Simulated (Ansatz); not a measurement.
What a change of settings does: Rb (sc type)

First run: DFT, PBE, all-electron LAPW, scalar-relativistic (Ansatz 0.2.0).

Command: `ansatz run input.yaml --threads 1 --pin off --max-ram 2048MiB --backend cpu --events-out ev --progress --plain --runs-dir out` It took 2.5 s on 1 thread of Arm Neoverse V2, on a shared host, peak memory 0.2 GiB.

```yaml
crystal:
  lattice:
    - [4.618690808, 0.0, 0.0]
    - [0.0, 4.618690808, 0.0]
    - [0.0, 0.0, 4.618690808]
  atoms:
    - { symbol: Rb, position: [0.0, 0.0, 0.0] }
kpoints:
  mp_grid: { grid: [9, 9, 9] }
  band_path:
    path:
      - [0.0, 0.0, 0.0]
      - [0.0, 0.5, 0.0]
      - [0.5, 0.5, 0.0]
      - [0.0, 0.0, 0.0]
      - [0.5, 0.5, 0.5]
      - [0.0, 0.5, 0.0]
      - [0.5, 0.5, 0.5]
      - [0.5, 0.5, 0.0]
    npoints: 14
scf:
  occupations: { method: fermi_dirac, width: 0.08 }
hamiltonian:
  xc: pbe
  pseudopotentials: { kind: all_electron, lapw: { basis_error: 0.001 } }
output:
  forces: true
  stress: true
  eigenvalues: true
  populations: true
  dos: { projected: true, de: 0.2, e_range: [-14, 8] }
```

The cell comes from a relaxation on PAW files under the same functional, begun from a prototype that needn't be the stable phase.

It converges in 6 SCF iterations at a pressure of 0.01 GPa.

The input is then changed:

```diff
   atoms:
-    - { symbol: Rb, position: [0.0, 0.0, 0.0] }
+    - { symbol: Rb, position: [0.0, 0.0, 0.0], spin: 0.2 }
 kpoints:
   populations: true
-  dos: { projected: true, de: 0.2, e_range: [-14, 8] }
+magnetization:
+  spin_polarized: true
```

Problem. What does the second run give?

Solution. It converges in 15 SCF iterations at a pressure of 0.01 GPa, cell moment 0.00 μB. Results part of its log:
```
SCF 1 converged in 15 iterations: F = -81122.526591 eV  dr2 = 3.23e-15
WARN: the starting moments were not kept: the SCF closed with an absolute magnetisation of 5.3e-6 μB, where they sum to 0.2 μB in size (1 site). That is at most 0.1 of that sum. Measured as dr2_m measures the in/out step, that magnetisation stands 1.3e-12 eV from none, at or under the dr2_threshold of 1.0e-7 eV: it is no larger than a step whose dr2_m would equal this threshold. The system may hold no moment; this SCF shows only that its start led to no more than that. To try another start: raise the starting moments (crystal.atoms[].spin, magnetization.per_species, magnetization.initial_magnetization, or on a non-collinear deck that types none of these the spinor_matrix: blocks that start its atoms; where the total moment is fixed, keep their sum and leave initial_magnetization as it is; typed ones take the place of any that the run laid by itself, positive ones on a crystal's lanthanoids without a Hubbard term where scf.initial_density.shell_occupations: [] is typed) or, if the notice of its spin-set hold's release reads "site moments contracting" or "site moments show no strong build", lengthen the hold (scf.mixing.spin_hold: { on: { confirm: 4 } }; for m-r²SCAN on two components see the key's manual first). Each may lead to a state that holds a moment. A second SCF, from the converged charge density, with the starting moments and any scf.initial_density.shell_occupations laid on it anew, would have followed, and was not run: the deck does not ask for one (magnetization.retry_lost_moments is false, the default). To let it run, set magnetization.retry_lost_moments: true and run the deck again, where that key's refused combinations let it; where memory then withholds it, that run's warning says so.
NSCF: frozen V_eff on 99 k-points
SCF converged after 15 iterations
Magnetization: 0.0000 μB (9.5000 up, 9.5000 down)
Absolute magnetization: 0.0000 μB (∫|ρ↑−ρ↓|)
Spin contamination: 0.0000 ħ² per cell (⟨S²⟩ above its minimum at these occupations)
Per-site moments (μB) at R_I (Å): [(8.455050348743498e-7, 2.309345369588058)]
Free energy (F): -81122.526591 eV
Harris-Foulkes:  -81122.526591 eV  (|F-HF|=4.37e-11)
Internal energy: -81122.507067 eV  (E = F + TS)
E sigma→0 (E₀):  -81122.516829 eV
[... lines left out ...]
        0.000000       0.013887       0.000000
        0.000000       0.000000       0.013887
  P = ⅓ Tr σ = 0.0139 GPa (0.139 kbar)
--- Band table (eV; the first three rows and the last of 70) ---
  k-point 0 ↑: bands = ["-98.8940", "-98.8940", "-98.8940", "-98.8940", "-98.8940", "-26.8837", "-10.9159", "-10.9159", "-10.9159", "0.3255", "4.5246", "4.5246", "7.8687", "7.8687"]
  k-point 1 ↑: bands = ["-98.8940", "-98.8940", "-98.8940", "-98.8940", "-98.8940", "-26.8832", "-10.9300", "-10.9147", "-10.9147", "0.4334", "4.4616", "4.5776", "7.3454", "7.3454"]
  k-point 2 ↑: bands = ["-98.8940", "-98.8940", "-98.8940", "-98.8940", "-98.8940", "-26.8819", "-10.9655", "-10.9117", "-10.9117", "0.7464", "4.1329", "4.7242", "6.8452", "6.8452"]
  k-point 34 ↓: bands = ["-98.8940", "-98.8940", "-98.8940", "-98.8940", "-98.8940", "-26.8712", "-11.0033", "-11.0028", "-11.0028", "3.8227", "4.0684", "4.0684", "5.9057", "6.1507"]
--- Löwdin populations: 1 site ---
  site symbol       q [e]    m [muB]
     0     Rb     36.9456     0.0000
  spilling = 0.001471 (of n_electrons = 37.000000)
```
